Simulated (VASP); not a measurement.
# BN: relaxation of shape and atoms at fixed volume with PBE+D3(BJ)

The system is BN.

```
B N
1.0
     2.45512    0.00000    0.00000
    -1.22756    2.12620    0.00000
     0.00000    0.00000    7.03604
B N
2 2
Direct
  0.33333 0.66667 0.25000
  0.66667 0.33333 0.75000
  0.33333 0.66667 0.75000
  0.66667 0.33333 0.25000
```

The cell isn't the ideal one: a relaxed cell with its volume scaled by 0.94.

| Property | Result |
| --- | --- |
| Program | VASP 6.6.1 |
| Task | relaxation of shape and atoms at fixed volume |
| Functional | PBE |
| Dispersion | D3(BJ) |
| Potentials or basis | VASP PAW PBE potentials, release 64 (B, N) |
| Cutoff | 520 eV |
| k mesh | 3 × 3 × 1 |
| Occupations | gaussian, width 0.02 eV |
| Spin | no spin polarisation |
| Further INCAR settings | ALGO = Normal; EDIFF = 1e-07; IBRION = 2; EDIFFG = -0.002; NSW = 80; ISIF = 4 |

The energy gained by relaxing is 24.6 meV/atom, the ionic steps are 3 and the pressure after relaxing is 1.4 GPa. The band gap on the k mesh is 4.84 eV, direct. The dispersion energy per atom is -0.138 eV.

The path:
| step | energy change (eV) | largest force (eV/Å) | pressure (GPa) | volume (Å³) |
| --- | --- | --- | --- | --- |
| 1 | 0.0000 | 0.0000 | 15.43 | 36.73 |
| 2 | -0.0976 | 0.0000 | 0.12 | 36.73 |
| 3 | -0.0985 | 0.0000 | 1.37 | 36.73 |

Final structure:
```cif
data_structure
_symmetry_space_group_name_H-M 'P 1'
_symmetry_Int_Tables_number 1
_cell_length_a 2.5029
_cell_length_b 2.5029
_cell_length_c 6.7698
_cell_angle_alpha 90.000
_cell_angle_beta 90.000
_cell_angle_gamma 120.000
_cell_volume 36.73
loop_
_atom_site_label
_atom_site_type_symbol
_atom_site_fract_x
_atom_site_fract_y
_atom_site_fract_z
_atom_site_occupancy
B1 B 0.33333 0.66667 0.25000 1
B2 B 0.66667 0.33333 0.75000 1
N1 N 0.33333 0.66667 0.75000 1
N2 N 0.66667 0.33333 0.25000 1
```

Levels at points of the mesh, in eV from the valence-band top:
| k point | band 4 | band 5 | band 6 | band 7 | band 8 | band 9 | band 10 | band 11 | band 12 |
| --- | --- | --- | --- | --- | --- | --- | --- | --- | --- |
| (0.00, 0.00, 0.00) | -4.17 | -1.25 | -1.25 | -1.22 | -1.22 | 5.17 | 10.16 | 11.60 | 11.60 |

Wall time 7.9 s on 1 thread of Intel(R) Xeon(R) Platinum 8259CL CPU @ 2.50GHz (Skylake/Cascade Lake) (shared host), peak memory 0.15 GiB.

Caveat: the k mesh is coarse (spacing up to 0.99 Å⁻¹), so the values aren't converged; an odd mesh through Γ misses points on the zone boundary, where band edges often lie.
